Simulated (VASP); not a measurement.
# SnO2 (Fm-3m) in VASP: relaxation of the atoms with r2SCAN

Aim: the relaxation of the atoms of SnO2 with r2SCAN.

Everything below comes from runs of VASP 6.6.1. Logs are shortened: lines on timing, memory, paths and dates and some standing lists are left out, and cuts for length are marked.

## (1) The undisturbed crystal

Symmetry: Fm-3m, No. 225, cubic system. The conventional cell has a = 5.148 Å, b = 5.148 Å, c = 5.148 Å, α = 90.00°, β = 90.00°, γ = 90.00°. Around Sn (site symmetry m-3m) lie 8 O at 2.23 Å. O (site symmetry -43m) is surrounded by 4 Sn at 2.23 Å.

Measurements of this composition are mostly on another form, of space group No. 136.

## (2) Relaxation of the atoms, r2SCAN (atoms moved at random, drawn with an rms of 0.1 Å)

Contents of INCAR:

```
PREC = Accurate ; ENCUT = 520
EDIFF = 1E-6 ; ISMEAR = 0
SIGMA = 0.05 ; LREAL = False
LASPH = True ; NELM = 60
ALGO = Normal ; ISIF = 2
LWAVE = False ; LCHARG = False
METAGGA = R2SCAN ; LMIXTAU = True
IBRION = 2 ; NSW = 40
EDIFFG = -0.01
```

Contents of KPOINTS:

```
regular mesh
0
Gamma
  7 7 7
```

Contents of POSCAR:

```
SnO2
1.0
    0.0000000000      2.5741500000      2.5741500000
    2.5741500000      0.0000000000      2.5741500000
    2.5741500000      2.5741500000      0.0000000000
Sn O
1 2
Direct
   -0.0229700000      0.0124500000     -0.0090280000
    0.7590260000      0.7815270000      0.7026990000
    0.2534820000      0.2401980000      0.2472610000
```

Potentials or basis: VASP PAW PBE potentials, release 64 (Sn_d, O).

Command:

```bash
cat potpaw_PBE.64/Sn_d/POTCAR potpaw_PBE.64/O/POTCAR > POTCAR
mpirun -np 1 vasp_std > vasp.out
```

OUTCAR:

```text
PREC = Accurate
   ENCUT = 520
   EDIFF = 1E-6
   ISMEAR = 0
   LREAL = False
   LASPH = True
   NELM = 60
   ISIF = 2
   METAGGA = R2SCAN
   IBRION = 2
   NSW = 40
   EDIFFG = -0.01

 ion  position               nearest neighbor table
   1  0.977  0.012  0.991-   2 2.12   3 2.15   2 2.20   3 2.21   3 2.26   2 2.29   3 2.30   2 2.33

   2  0.759  0.782  0.703-   1 2.12   1 2.20   1 2.29   1 2.33
   3  0.253  0.240  0.247-   1 2.15   1 2.21   1 2.26   1 2.30

  LATTYP: Found a face centered cubic cell.
 ALAT       =     5.1483000000

  Lattice vectors:

 A1 = (   0.0000000000,   2.5741500000,   2.5741500000)
 A2 = (   2.5741500000,   0.0000000000,   2.5741500000)
 A3 = (   2.5741500000,   2.5741500000,   0.0000000000)

Analysis of symmetry for initial positions (statically):
=====================================================================
 Subroutine PRICEL returns:
 Original cell was already a primitive cell.

 Routine SETGRP: Setting up the symmetry group for a
 face centered cubic supercell.

 Subroutine GETGRP returns: Found  1 space group operations
 (whereof  1 operations were pure point group operations)
 out of a pool of 48 trial point group operations.

The static configuration has the point symmetry C_1 .

Analysis of symmetry for dynamics (positions and initial velocities):
=====================================================================
 Subroutine PRICEL returns:
 Original cell was already a primitive cell.

 Routine SETGRP: Setting up the symmetry group for a
 face centered cubic supercell.

 Subroutine GETGRP returns: Found  1 space group operations
 (whereof  1 operations were pure point group operations)
 out of a pool of 48 trial point group operations.

The dynamic configuration has the point symmetry C_1 .

 Subroutine INISYM returns: Found  1 space group operations
 (whereof  1 operations are pure point group operations),
 and found     1 'primitive' translations

----------------------------------------------------------------------------------------

                                     Primitive cell

  volume of cell :      34.1139

  direct lattice vectors                    reciprocal lattice vectors
     0.000000000  2.574150000  2.574150000    -0.194238875  0.194238875  0.194238875
     2.574150000  0.000000000  2.574150000     0.194238875 -0.194238875  0.194238875
     2.574150000  2.574150000  0.000000000     0.194238875  0.194238875 -0.194238875

  length of vectors
     3.640397842  3.640397842  3.640397842     0.336431600  0.336431600  0.336431600

  position of ions in fractional coordinates (direct lattice)
     0.977030000  0.012450000  0.990972000
     0.759026000  0.781527000  0.702699000
     0.253482000  0.240198000  0.247261000

  ion indices of the primitive-cell ions
   primitive index   ion index
                 1           1
                 2           2
                 3           3

----------------------------------------------------------------------------------------

 KPOINTS: regular mesh

Automatic generation of k-mesh.
 Grid dimensions read from file:
 generate k-points for:    7    7    7

 Generating k-lattice:

  Cartesian coordinates                     Fractional coordinates (reciprocal lattice)
    -0.027748411  0.027748411  0.027748411     0.142857143  0.000000000  0.000000000
     0.027748411 -0.027748411  0.027748411     0.000000000  0.142857143  0.000000000
     0.027748411  0.027748411 -0.027748411     0.000000000  0.000000000  0.142857143

  Length of vectors
     0.048061657  0.048061657  0.048061657

  Shift w.r.t. Gamma in fractional coordinates (k-lattice)
     0.000000000  0.000000000  0.000000000

 Subroutine IBZKPT returns following result:
 ===========================================

 Found    172 irreducible k-points:

 Following reciprocal coordinates:
            Coordinates               Weight
  0.000000  0.000000  0.000000      1.000000
  0.142857  0.000000  0.000000      2.000000
  0.000000  0.142857  0.000000      2.000000
  0.000000  0.000000  0.142857      2.000000
  0.142857  0.142857  0.142857      2.000000
  0.285714  0.000000  0.000000      2.000000
[... 16 lines left out ...]
  0.142857 -0.142857 -0.142857      2.000000
  0.285714  0.285714  0.142857      2.000000
 [... further k-points ...]
   k-points           NKPTS =    172   k-points in BZ     NKDIM =    172   number of bands    NBANDS=     17
   number of dos      NEDOS =    301   number of ions     NIONS =      3
   total plane-waves  NPLWV =  21952
   dimension x,y,z NGX =    28 NGY =   28 NGZ =   28
   dimension x,y,z NGXF=    56 NGYF=   56 NGZF=   56
   ions per type =               1   2
   NGX,Y,Z   is equivalent  to a cutoff of  12.79, 12.79, 12.79 a.u.
   NGXF,Y,Z  is equivalent  to a cutoff of  25.57, 25.57, 25.57 a.u.
 SYSTEM =  unknown system
   PREC   = accura    normal or accurate (medium, high low for compatibility)
   ISTART =      0    job   : 0-new  1-cont  2-samecut
   ICHARG =      2    charge: 1-file 2-atom 10-const
   ISPIN  =      1    spin polarized calculation?
   LNONCOLLINEAR =      F non collinear calculations
   LSORBIT =      F    spin-orbit coupling
   LASPH  =      T    aspherical Exc in radial PAW
   ENCUT  =  520.0 eV  38.22 Ry    6.18 a.u.   6.77  6.77  6.77*2*pi/ulx,y,z
   NELM   =     60;   NELMIN=  2; NELMDL= -5     # of ELM steps
   EDIFF  = 0.1E-05   stopping-criterion for ELM
   LREAL  =      F    real-space projection
   EDIFFG = -.1E-01   stopping-criterion for IOM
   NSW    =     40    number of steps for IOM
   IBRION =      2    ionic relax: 0-MD 1-quasi-New 2-CG
   NFREE  =      1    steps in history (QN), initial steepest desc. (CG)
   ISIF   =      2    stress and relaxation
   ISYM   =      2    0-nonsym 1-usesym 2-fastsym
   POTIM  = 0.5000    time-step for ionic-motion
   TEBEG  =    0.0;   TEEND  =   0.0 temperature during run
   PSTRESS=    0.0 pullay stress
   NELECT =      26.0000    total number of electrons
   NUPDOWN=      -1.0000    fix difference up-down
   EMIN   =  10.00;   EMAX   =-10.00  energy-range for DOS
   EFERMI =   0.00;   METHOD = LEGACY
   ISMEAR =     0;   SIGMA  =   0.05  broadening in eV -4-tet -1-fermi 0-gaus
   EFERMI_NEDOS =   21; number of points for ismear=-14 and -15
   IALGO  =     38    algorithm
   IMIX   =      4    mixing-type and parameters
     AMIX     =   0.40;   BMIX     =  1.00
     AMIX_MAG =   1.60;   BMIX_MAG =  1.00
  volume/ion in A,a.u.               =      11.37        76.74
  Fermi-wavevector in a.u.,A,eV,Ry     =   1.495393  2.825884 30.425363  2.236201
  Thomas-Fermi vector in A             =   2.607544
   LORBIT       =      0    0 simple, 1 ext, 2 COOP (PROOUT), +10 PAW based schemes
   METAGGA = R2SCAN    functional components
   LHFCALC =     F    Hartree Fock is set to
   AEXX    =    0.0000 exact exchange contribution
   IVDW    =     0    specifies the selected vdW correction
   LEPSILON=     F    determine dielectric tensor
   LRPA    =     F    only Hartree local field effects (RPA)
 conjugate gradient relaxation of ions
 non-spin polarized calculation
 Gauss-broadening in eV      SIGMA  =   0.05
  energy-cutoff  :      520.00
  volume of cell :       34.11
 maximum number of plane-waves:       941
   NGX = 13   NGY = 13   NGZ = 13

--------------------------------------- Ionic step        1  -------------------------------------------

 number of electron      26.0000002 magnetization

 Free energy of the ion-electron system (eV)
  ---------------------------------------------------
  ext. energy  EPLUGINS =         0.00000000
  ---------------------------------------------------
  free energy    TOTEN  =       -41.31612145 eV

  energy without entropy =      -41.31612145  energy(sigma->0) =      -41.31612145

------------------------ aborting loop because EDIFF is reached ----------------------------------------

  FORCE on cell =-STRESS in cart. coord.  units (eV):
  Direction    XX          YY          ZZ          XY          YZ          ZX
  --------------------------------------------------------------------------------------
  -------------------------------------------------------------------------------------
  Total       -1.6777647     -1.3657765     -1.2499293      0.0908606      0.1450813     -0.2576561
  in kB      -78.7970758    -64.1443876    -58.7035665      4.2673160      6.8138164    -12.1009494
  external PRESSURE =     -67.2150100 kB  Pullay stress =       0.0000000 kB
[... 244 lines left out ...]
  energy  without entropy=      -41.4459456831  energy(sigma->0) =      -41.44594568

--------------------------------------- Ionic step        8  -------------------------------------------

 number of electron      26.0000005 magnetization

 Free energy of the ion-electron system (eV)
  ---------------------------------------------------
  ext. energy  EPLUGINS =         0.00000000
  ---------------------------------------------------
  free energy    TOTEN  =       -41.44600201 eV

  energy without entropy =      -41.44600201  energy(sigma->0) =      -41.44600201

 E-fermi :   7.1465     XC(G=0): -12.4833

 val. band max:        6.9260396243   @ k =  -0.4286   0.1429  -0.4286
 cond. band min:       7.3873224524   @ k =   0.0000   0.0000   0.0000
 fundamental gap:      0.4612828281
 Fermi energy:         7.1464723534

 k-point     1 :       0.0000    0.0000    0.0000
  band No.  band energies     occupation
      1     -14.1523      2.00000
      2     -14.1522      2.00000
      3     -14.1521      2.00000
      4     -14.0026      2.00000
      5     -14.0026      2.00000
      6     -13.2327      2.00000
[... 9 lines left out ...]
     16      14.7323      0.00000
     17      14.7330      0.00000
[... 443 lines left out ...]
      1     -14.4059      2.00000
      2     -14.1399      2.00000
      3     -14.1006      2.00000
      4     -14.0196      2.00000
      5     -13.9871      2.00000
      6     -12.5265      2.00000
[... 9 lines left out ...]
     16      16.6327      0.00000
     17      16.8410      0.00000

 [... further k-points ...]

------------------------ aborting loop because EDIFF is reached ----------------------------------------

  FORCE on cell =-STRESS in cart. coord.  units (eV):
  Direction    XX          YY          ZZ          XY          YZ          ZX
  --------------------------------------------------------------------------------------
  -------------------------------------------------------------------------------------
  Total       -1.8294511     -1.8294600     -1.8294777     -0.0003924     -0.0006789     -0.0008862
  in kB      -85.9211008    -85.9215221    -85.9223523     -0.0184295     -0.0318855     -0.0416225
  external PRESSURE =     -85.9216584 kB  Pullay stress =       0.0000000 kB
[... 18 lines left out ...]
  FREE ENERGIE OF THE ION-ELECTRON SYSTEM (eV)
  ---------------------------------------------------
  free  energy   TOTEN  =       -41.4460020088 eV

  energy  without entropy=      -41.4460020088  energy(sigma->0) =      -41.44600201

 reached required accuracy - stopping structural energy minimisation
```

Run time: 24 min. Hardware: 1 thread of Intel Xeon Platinum 8488C (Sapphire Rapids), shared host; peak memory 0.24 GiB.

What came out:

| Property | Result |
| --- | --- |
| Free energy | -41.4460 eV |
| Energy gained by relaxing | 43.3 meV/atom |
| Ionic steps | 8 |
| Pressure after relaxing | -8.6 GPa |
| Largest force after relaxing | 0.007 eV/Å |
| Band gap on the k mesh | 0.46 eV, indirect (least direct gap 1.70 eV) |

Forces on the atoms (eV/Å):
```
Sn  -0.001  0.000 -0.002
O    0.004  0.004  0.004
O   -0.004 -0.003 -0.002
```

Step by step:
```
step  energy change (eV)  largest force (eV/Å)  pressure (GPa)
   1              0.0000                1.5047           -6.72
   2             -0.1190                0.3444           -8.40
   3             -0.1268                0.1910           -8.52
   4             -0.1268                0.1966           -8.52
   5             -0.1294                0.0824           -8.58
   6             -0.1298                0.0279           -8.59
   7             -0.1298                0.0291           -8.59
   8             -0.1299                0.0068           -8.59
```

Final structure:
```yaml
crystal:
  lattice:
    - [0.00000, 2.57415, 2.57415]
    - [2.57415, 0.00000, 2.57415]
    - [2.57415, 2.57415, 0.00000]
  atoms:
    - { symbol: Sn, position: [0.99655, 0.01143, 0.98029] }
    - { symbol: O, position: [0.74646, 0.76134, 0.73025] }
    - { symbol: O, position: [0.24653, 0.26141, 0.23039] }
```

Levels at points of the mesh, in eV from the valence-band top:
| k point | band 10 | band 11 | band 12 | band 13 | band 14 | band 15 | band 16 | band 17 |
| --- | --- | --- | --- | --- | --- | --- | --- | --- |
| (0.00, 0.00, 0.00) | -2.78 | -1.24 | -1.24 | -1.24 | 0.46 | 7.80 | 7.81 | 7.81 |

Caveat: the PAW data sets were made with another functional, which shifts forces and pressure a little; spin-orbit coupling is left out, which moves the levels of the heavy elements; an odd mesh through Γ misses points on the zone boundary, where band edges often lie.
